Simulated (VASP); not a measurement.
# GaN (I-4m2) in VASP: further runs, part 2 of 2

VASP 6.6.1.

### Step 3. Single point, PBEsol (strain -0.040 along x and y, +0.080 along z, atoms carried along)

INCAR

```
SYSTEM = GaN
  PREC = Accurate
  ENCUT = 520
  EDIFF = 1E-7
  ISMEAR = 0
  SIGMA = 0.05
  LREAL = .False.
  LASPH = .True.
  NELM = 100
  ALGO = Normal
  ISIF = 2
  LWAVE = .False.
  LCHARG = .False.
  GGA = PS
  NBANDS = 16
```

KPOINTS

```
Automatic mesh
0
Gamma
  10 10 10
  0 0 0
```

POSCAR

```
GaN
1.0
    0.0000000000      2.1633605832      2.4337806561
    2.1633605832      0.0000000000      2.4337806561
    2.1633605832      2.1633605832      0.0000000000
Ga N
1 1
Direct
    0.0000000000      0.0000000000      0.0000000000
    0.7500000000      0.7500000000      0.7500000000
```

Potentials or basis: VASP PAW PBE potentials, release 64 (Ga_d, N).

The run is started by

```bash
$ cat potpaw_PBE.64/Ga_d/POTCAR potpaw_PBE.64/N/POTCAR > POTCAR
$ mpirun -np 1 vasp_std > vasp.out
```

OUTCAR:

```text
SYSTEM = GaN
   PREC = Accurate
   ENCUT = 520
   EDIFF = 1E-7
   ISMEAR = 0
   LREAL = .False.
   LASPH = .True.
   NELM = 100
   ISIF = 2
   GGA = PS

 ion  position               nearest neighbor table
   1  0.000  0.000  0.000-   2 1.95   2 1.95   2 1.95   2 1.95
   2  0.750  0.750  0.750-   1 1.95   1 1.95   1 1.95   1 1.95

  LATTYP: Found a body centered tetragonal cell.
 ALAT       =     3.0594538771
 C/A-ratio  =     1.5909902577

  Lattice vectors:

 A1 = (  -2.1633605832,   0.0000000000,   2.4337806561)
 A2 = (   2.1633605832,   0.0000000000,   2.4337806561)
 A3 = (   0.0000000000,   2.1633605832,  -2.4337806561)

Analysis of symmetry for initial positions (statically):
=====================================================================
 Subroutine PRICEL returns:
 Original cell was already a primitive cell.

 Routine SETGRP: Setting up the symmetry group for a
 body centered tetragonal supercell.

 Subroutine GETGRP returns: Found  8 space group operations
 (whereof  8 operations were pure point group operations)
 out of a pool of 16 trial point group operations.

The static configuration has the point symmetry D_2d.

Analysis of symmetry for dynamics (positions and initial velocities):
=====================================================================
 Subroutine PRICEL returns:
 Original cell was already a primitive cell.

 Routine SETGRP: Setting up the symmetry group for a
 body centered tetragonal supercell.

 Subroutine GETGRP returns: Found  8 space group operations
 (whereof  8 operations were pure point group operations)
 out of a pool of 16 trial point group operations.

The dynamic configuration has the point symmetry D_2d.

 Subroutine INISYM returns: Found  8 space group operations
 (whereof  8 operations are pure point group operations),
 and found     1 'primitive' translations

----------------------------------------------------------------------------------------

                                     Primitive cell

  volume of cell :      22.7808

  direct lattice vectors                    reciprocal lattice vectors
     0.000000000  2.163360583  2.433780656    -0.231121896  0.231121896  0.205441685
     2.163360583  0.000000000  2.433780656     0.231121896 -0.231121896  0.205441685
     2.163360583  2.163360583  0.000000000     0.231121896  0.231121896 -0.205441685

  length of vectors
     3.256288884  3.256288884  3.059453877     0.386058218  0.386058218  0.386058218

  position of ions in fractional coordinates (direct lattice)
     0.000000000  0.000000000  0.000000000
     0.750000000  0.750000000  0.750000000

  ion indices of the primitive-cell ions
   primitive index   ion index
                 1           1
                 2           2

----------------------------------------------------------------------------------------

 KPOINTS: Automatic mesh

Automatic generation of k-mesh.
 Grid dimensions read from file:
 generate k-points for:   10   10   10

 Generating k-lattice:

  Cartesian coordinates                     Fractional coordinates (reciprocal lattice)
    -0.023112190  0.023112190  0.020544169     0.100000000  0.000000000  0.000000000
     0.023112190 -0.023112190  0.020544169     0.000000000  0.100000000  0.000000000
     0.023112190  0.023112190 -0.020544169     0.000000000  0.000000000  0.100000000

  Length of vectors
     0.038605822  0.038605822  0.038605822

  Shift w.r.t. Gamma in fractional coordinates (k-lattice)
     0.000000000  0.000000000  0.000000000

 Subroutine IBZKPT returns following result:
 ===========================================

 Found    102 irreducible k-points:

 Following reciprocal coordinates:
            Coordinates               Weight
  0.000000  0.000000  0.000000      1.000000
  0.100000  0.000000  0.000000      8.000000
  0.200000  0.000000  0.000000      8.000000
  0.300000  0.000000  0.000000      8.000000
  0.400000  0.000000  0.000000      8.000000
  0.500000  0.000000  0.000000      4.000000
[... 16 lines left out ...]
  0.300000  0.300000  0.000000      2.000000
  0.400000  0.300000  0.000000      8.000000
 [... further k-points ...]
   k-points           NKPTS =    102   k-points in BZ     NKDIM =    102   number of bands    NBANDS=     16
   number of dos      NEDOS =    301   number of ions     NIONS =      2
   total plane-waves  NPLWV =  13824
   dimension x,y,z NGX =    24 NGY =   24 NGZ =   24
   dimension x,y,z NGXF=    48 NGYF=   48 NGZF=   48
   ions per type =               1   1
   NGX,Y,Z   is equivalent  to a cutoff of  12.25, 12.25, 13.04 a.u.
   NGXF,Y,Z  is equivalent  to a cutoff of  24.51, 24.51, 26.08 a.u.
 SYSTEM =  GaN
   PREC   = accura    normal or accurate (medium, high low for compatibility)
   ISTART =      0    job   : 0-new  1-cont  2-samecut
   ICHARG =      2    charge: 1-file 2-atom 10-const
   ISPIN  =      1    spin polarized calculation?
   LNONCOLLINEAR =      F non collinear calculations
   LSORBIT =      F    spin-orbit coupling
   LASPH  =      T    aspherical Exc in radial PAW
   ENCUT  =  520.0 eV  38.22 Ry    6.18 a.u.   6.05  6.05  5.69*2*pi/ulx,y,z
   NELM   =    100;   NELMIN=  2; NELMDL= -5     # of ELM steps
   EDIFF  = 0.1E-06   stopping-criterion for ELM
   LREAL  =      F    real-space projection
   EDIFFG = 0.1E-05   stopping-criterion for IOM
   NSW    =      0    number of steps for IOM
   IBRION =     -1    ionic relax: 0-MD 1-quasi-New 2-CG
   NFREE  =      0    steps in history (QN), initial steepest desc. (CG)
   ISIF   =      2    stress and relaxation
   ISYM   =      2    0-nonsym 1-usesym 2-fastsym
   POTIM  = 0.5000    time-step for ionic-motion
   TEBEG  =    0.0;   TEEND  =   0.0 temperature during run
   PSTRESS=    0.0 pullay stress
   NELECT =      18.0000    total number of electrons
   NUPDOWN=      -1.0000    fix difference up-down
   EMIN   =  10.00;   EMAX   =-10.00  energy-range for DOS
   EFERMI =   0.00;   METHOD = LEGACY
   ISMEAR =     0;   SIGMA  =   0.05  broadening in eV -4-tet -1-fermi 0-gaus
   EFERMI_NEDOS =   21; number of points for ismear=-14 and -15
   IALGO  =     38    algorithm
   IMIX   =      4    mixing-type and parameters
     AMIX     =   0.40;   BMIX     =  1.00
     AMIX_MAG =   1.60;   BMIX_MAG =  1.00
  volume/ion in A,a.u.               =      11.39        76.87
  Fermi-wavevector in a.u.,A,eV,Ry     =   1.513477  2.860057 31.165690  2.290614
  Thomas-Fermi vector in A             =   2.623263
   LORBIT       =      0    0 simple, 1 ext, 2 COOP (PROOUT), +10 PAW based schemes
   GGA     = PS    functional components
   LHFCALC =     F    Hartree Fock is set to
   AEXX    =    0.0000 exact exchange contribution
   IVDW    =     0    specifies the selected vdW correction
   LEPSILON=     F    determine dielectric tensor
   LRPA    =     F    only Hartree local field effects (RPA)
 non-spin polarized calculation
 Gauss-broadening in eV      SIGMA  =   0.05
  energy-cutoff  :      520.00
  volume of cell :       22.78
 maximum number of plane-waves:       633
   NGX = 13   NGY = 13   NGZ = 11

 number of electron      18.0000008 magnetization

 Free energy of the ion-electron system (eV)
  ---------------------------------------------------
  ext. energy  EPLUGINS =         0.00000000
  ---------------------------------------------------
  free energy    TOTEN  =       -13.02422271 eV

  energy without entropy =      -13.02422271  energy(sigma->0) =      -13.02422271

 E-fermi :   5.7108     XC(G=0): -11.9407

 val. band max:        5.4304081258   @ k =   0.0000   0.0000   0.0000
 cond. band min:       6.8544250696   @ k =   0.0000   0.0000   0.0000
 fundamental gap:      1.4240169438
 Fermi energy:         5.7108087186

 k-point     1 :       0.0000    0.0000    0.0000
  band No.  band energies     occupation
      1     -10.7423      2.00000
      2      -8.3244      2.00000
      3      -8.1827      2.00000
      4      -8.1827      2.00000
      5      -7.9186      2.00000
      6      -7.9137      2.00000
[... 8 lines left out ...]
     15      22.0185      0.00000
     16      22.7151      0.00000
[... 419 lines left out ...]
 k-point    24 :       0.4000    0.3000    0.0000
  band No.  band energies     occupation
      1      -9.7655      2.00000
      2      -8.0754      2.00000
      3      -7.9913      2.00000
      4      -7.9805      2.00000
      5      -7.8791      2.00000
      6      -7.2617      2.00000
[... 8 lines left out ...]
     15      27.7014      0.00000
     16      28.5662      0.00000

 [... further k-points ...]

------------------------ aborting loop because EDIFF is reached ----------------------------------------

  FORCE on cell =-STRESS in cart. coord.  units (eV):
  Direction    XX          YY          ZZ          XY          YZ          ZX
  --------------------------------------------------------------------------------------
  -------------------------------------------------------------------------------------
  Total        0.7213593      0.7213593     -2.0039884      0.0000000      0.0000000      0.0000000
  in kB       50.7332857     50.7332857   -140.9407320      0.0000000      0.0000000      0.0000000
  external PRESSURE =     -13.1580535 kB  Pullay stress =       0.0000000 kB

 VOLUME and BASIS-vectors are now :
 -----------------------------------------------------------------------------
  energy-cutoff  :      520.00
  volume of cell :       22.78
      direct lattice vectors                 reciprocal lattice vectors
     0.000000000  2.163360583  2.433780656    -0.231121896  0.231121896  0.205441685
     2.163360583  0.000000000  2.433780656     0.231121896 -0.231121896  0.205441685
     2.163360583  2.163360583  0.000000000     0.231121896  0.231121896 -0.205441685

 POSITION                                       TOTAL-FORCE (eV/Angst)
 -----------------------------------------------------------------------------------
      0.00000      0.00000      0.00000         0.000000      0.000000     -0.000000
      3.24504      3.24504      3.65067        -0.000000     -0.000000      0.000000
 -----------------------------------------------------------------------------------
    total drift:                               -0.000001     -0.000001      0.000003

  FREE ENERGIE OF THE ION-ELECTRON SYSTEM (eV)
  ---------------------------------------------------
  free  energy   TOTEN  =       -13.0242227059 eV

  energy  without entropy=      -13.0242227059  energy(sigma->0) =      -13.02422271
```

OSZICAR:

```text
N       E                     dE             d eps       ncg     rms          rms(c)
DAV:   1     0.793358733199E+02    0.79336E+02   -0.93055E+03  3688   0.204E+03
DAV:   2    -0.930637872301E+01   -0.88642E+02   -0.82359E+02  3824   0.324E+02
DAV:   3    -0.147765920086E+02   -0.54702E+01   -0.54482E+01  3728   0.690E+01
DAV:   4    -0.148388656585E+02   -0.62274E-01   -0.62265E-01  4192   0.783E+00
DAV:   5    -0.148397190120E+02   -0.85335E-03   -0.85335E-03  3944   0.814E-01    0.720E+00
DAV:   6    -0.130574403199E+02    0.17823E+01   -0.42600E+00  4960   0.395E+01    0.266E+00
DAV:   7    -0.130446067134E+02    0.12834E-01   -0.26491E-01  3552   0.573E+00    0.170E+00
DAV:   8    -0.130274302855E+02    0.17176E-01   -0.53809E-02  4008   0.260E+00    0.700E-01
DAV:   9    -0.130241312629E+02    0.32990E-02   -0.11266E-02  4760   0.220E+00    0.178E-01
DAV:  10    -0.130242586051E+02   -0.12734E-03   -0.11634E-03  3680   0.446E-01    0.981E-02
DAV:  11    -0.130242211220E+02    0.37483E-04   -0.12340E-04  5080   0.173E-01    0.488E-03
DAV:  12    -0.130242227200E+02   -0.15980E-05   -0.10977E-05  3744   0.351E-02    0.243E-03
DAV:  13    -0.130242227059E+02    0.14087E-07   -0.28046E-07  4152   0.897E-03
   1 F= -.13024223E+02 E0= -.13024223E+02  d E =-.123860E-17
```

Wall time 22 s (1 thread of Intel Xeon Platinum 8488C (Sapphire Rapids), shared host); peak memory 0.16 GiB.

Results:

| Quantity | Value |
| --- | --- |
| Free energy | -13.0242 eV |
| Pressure | -1.3 GPa |
| Band gap on the k mesh | 1.42 eV, direct |

Caveat: the PAW data sets were made with another functional, which shifts forces and pressure a little.

### Step 4. Single point, PBEsol (strain +0.040 along x and y, -0.080 along z, atoms carried along)

INCAR

```
PREC     = Accurate       # precision mode
ENCUT    = 520            # plane-wave cutoff, eV
EDIFF    = 1E-7           # SCF threshold, eV
ISMEAR   = 0              # smearing method
SIGMA    = 0.05           # smearing width, eV
LREAL    = False          # projectors in reciprocal space
LASPH    = True           # aspherical terms in the spheres
NELM     = 60             # most SCF steps
ALGO     = Normal         # electronic algorithm
ISIF     = 2              # what is computed and relaxed
LWAVE    = False          # write WAVECAR
LCHARG   = True           # write CHGCAR
GGA      = PS             # functional
LELF     = True           # ELF
LVHAR    = True         
NBANDS   = 16             # bands
```

KPOINTS

```
Automatic mesh
0
Gamma
  10 10 10
```

POSCAR

```
GaN
1.0
    0.0000000000      2.3436406318      2.0732205589
    2.3436406318      0.0000000000      2.0732205589
    2.3436406318      2.3436406318      0.0000000000
Ga N
1 1
Direct
    0.0000000000      0.0000000000      0.0000000000
    0.7500000000      0.7500000000      0.7500000000
```

The run is started by

```bash
$ cat potpaw_PBE.64/Ga_d/POTCAR potpaw_PBE.64/N/POTCAR > POTCAR
$ mpirun -np 1 vasp_std > vasp.out
```

Run time: 31 s. Hardware: 1 thread of Intel Xeon Platinum 8488C (Sapphire Rapids), shared host; peak memory 0.16 GiB.

Results (log left out):

| Item | Value |
| --- | --- |
| Free energy | -13.0490 eV |
| Pressure | -1.5 GPa |
| Band gap on the k mesh | 1.38 eV, direct |

Stress tensor (GPa, compression positive):
```
-5.32  0.00  0.00
 0.00 -5.32  0.00
 0.00  0.00  6.21
```

Levels at points of the mesh, in eV from the valence-band top:
| k point | band 5 | band 6 | band 7 | band 8 | band 9 | band 10 | band 11 | band 12 | band 13 | band 14 |
| --- | --- | --- | --- | --- | --- | --- | --- | --- | --- | --- |
| (0.00, 0.00, 0.00) | -13.42 | -13.41 | -0.46 | -0.46 | 0.00 | 1.38 | 9.81 | 10.15 | 10.15 | 17.22 |
| (0.50, 0.00, 0.00) | -13.33 | -12.15 | -7.40 | -1.69 | -0.88 | 3.98 | 8.43 | 9.12 | 11.30 | 14.95 |
| (0.50, 0.50, 0.00) | -13.30 | -11.28 | -5.57 | -3.63 | -3.63 | 2.55 | 4.92 | 12.46 | 13.16 | 13.16 |
| (0.50, 0.00, 0.50) | -13.36 | -11.95 | -6.91 | -2.70 | -2.62 | 3.25 | 6.99 | 10.69 | 12.46 | 15.09 |

Caveat: the PAW data sets were made with another functional, which shifts forces and pressure a little.

### Step 5. The runs side by side

| cell | gap on the mesh (eV) | pressure (GPa) |
| --- | --- | --- |
| strain +0.080 along x and y, -0.080 along z, atoms carried along | 0.79 | -13.6 |
| strain -0.040 along x and y, +0.080 along z, atoms carried along | 1.42 | -1.3 |
| strain +0.040 along x and y, -0.080 along z, atoms carried along | 1.38 | -1.5 |

Alike in all rows: task single point; level PBEsol; potentials or basis VASP PAW PBE potentials, release 64 (Ga_d, N); no spin polarisation; k mesh 10 × 10 × 10; cutoff (eV) 520; smearing gaussian 0.05 eV.

Caveats: the PAW data sets were made with another functional, which shifts forces and pressure a little.

Total energies depend on the potentials used, so only differences within one code and one set of settings carry meaning.
